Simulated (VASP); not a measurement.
A run of VASP 6.6.1 is set up as follows.

File INCAR:

```
PREC     = Accurate       # precision mode
ENCUT    = 520            # plane-wave cutoff, eV
EDIFF    = 1E-6           # SCF threshold, eV
ISMEAR   = 0              # smearing method
SIGMA    = 0.1            # smearing width, eV
LREAL    = False          # projectors in reciprocal space
LASPH    = True           # aspherical terms in the spheres
NELM     = 120            # most SCF steps
ALGO     = Normal         # electronic algorithm
ISIF     = 3              # what is computed and relaxed
LWAVE    = False          # write WAVECAR
LCHARG   = False          # write CHGCAR
GGA      = PE             # functional
IBRION   = 2              # ionic algorithm
NSW      = 90             # ionic steps
EDIFFG   = -0.01          # ionic threshold
KPAR     = 2
```

File KPOINTS:

```
Automatic mesh
0
Gamma
  6 6 6
```

POSCAR

```
W
1.0
    5.0830000000      0.0000000000      0.0000000000
    0.0000000000      5.0830000000      0.0000000000
    0.0000000000      0.0000000000      5.0830000000
W
8
Direct
    0.0000000000      0.0000000000      0.0000000000
    0.5000000000      0.5000000000      0.5000000000
    0.0000000000      0.5000000000      0.2500000000
    0.0000000000      0.5000000000      0.7500000000
    0.2500000000      0.0000000000      0.5000000000
    0.7500000000      0.0000000000      0.5000000000
    0.5000000000      0.7500000000      0.0000000000
    0.5000000000      0.2500000000      0.0000000000
```

Potentials or basis: VASP PAW PBE potentials, release 64 (W_sv).

Command:

```console
$ cat potpaw_PBE.64/W_sv/POTCAR > POTCAR
$ mpirun -np 2 vasp_std > vasp.out
```

(1) Estimate the band gap on the k mesh.

Results:

(1) none (metal or under the smearing width).

Caveat: the relaxation stopped at its first step, so nothing moved.
